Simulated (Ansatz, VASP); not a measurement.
## Two plane-wave programs on AlN

INCAR

```
SYSTEM = AlN
  PREC = Accurate
  ENCUT = 520
  EDIFF = 1E-6
  ISMEAR = 0
  SIGMA = 0.05
  LREAL = .False.
  LASPH = .True.
  NELM = 60
  ALGO = Normal
  ISIF = 2
  LWAVE = .False.
  LCHARG = .False.
  GGA = PE
  NBANDS = 16
```

The input KPOINTS:

```
Automatic mesh
0
Gamma
  9 9 6
  0 0 0
```

POSCAR

```
AlN
1.0
    3.2581442357      0.0000000000      0.0000000000
   -1.6290721178      2.8216356773      0.0000000000
    0.0000000000      0.0000000000      4.1176574847
Al N
2 2
Direct
    0.3333333333      0.6666666667      0.7881825525
    0.6666666667      0.3333333333      0.2881825525
    0.3333333333      0.6666666667      0.1764493462
    0.6666666667      0.3333333333      0.6764493462
```

Input for Ansatz:

```yaml
crystal:
  lattice:
    - [3.2581442357, 0.0, 0.0]
    - [-1.6290721178, 2.8216356773, 0.0]
    - [0.0, 0.0, 4.1176574847]
  atoms:
    - { symbol: Al, position: [0.3333333333, 0.6666666667, 0.7881825525] }
    - { symbol: Al, position: [0.6666666667, 0.3333333333, 0.2881825525] }
    - { symbol: "N", position: [0.3333333333, 0.6666666667, 0.1764493462] }
    - { symbol: "N", position: [0.6666666667, 0.3333333333, 0.6764493462] }
basis:
  ecutwfc: 520.0
kpoints:
  mp_grid: { grid: [9, 9, 6] }
hamiltonian:
  xc: pbe
  pseudopotentials: { kind: paw, azcp: { folder: soft_1 } }
scf:
  occupations: { method: gaussian, width: 0.05 }
output:
  forces: true
  stress: true
  eigenvalues: true
```

Change from the starting cell: mode 4 frozen in at -0.308 Å, equal normal strain along x, y and z -0.0167.

Alike in both runs: task single point; functional PBE; k mesh 9 × 9 × 6; occupations gaussian, width 0.05 eV; no spin polarisation.

|  | VASP | Ansatz |
| --- | --- | --- |
| version | VASP 6.6.1 | Ansatz 0.2.0 |
| potentials or method | VASP PAW PBE potentials, release 64 (Al, N) | scalar-relativistic, plane waves, PAW |
| plane-wave cutoff (eV) | 520 | 520 |
| valence electrons in the cell | 16 | 16 |

|  | VASP | Ansatz | Ansatz less VASP |
| --- | --- | --- | --- |
| gap on the k mesh at the Fermi level (eV) | 4.38 | 4.38 | -0.003 |
| least direct gap on the mesh (eV) | 4.38 | 4.38 | -0.003 |
| pressure (GPa) | 41.0 | 40.9 | -0.05 |
| largest component of the traceless stress (GPa) | 84.67 | 84.16 | -0.503 |
| rms of the force components (eV/Å) | 4.398 | 4.376 | -0.0219 |

Atom by atom the forces differ by 0.022 eV/Å (rms over components).

Caveats: so large a pressure means that the cell lies far from this level's equilibrium, or that cutoff or potentials fall short (VASP); an odd mesh through Γ misses points on the zone boundary, where band edges often lie; forces of over 1 eV/Å show positions far from the minimum, so gaps and moduli don't describe the material at rest.
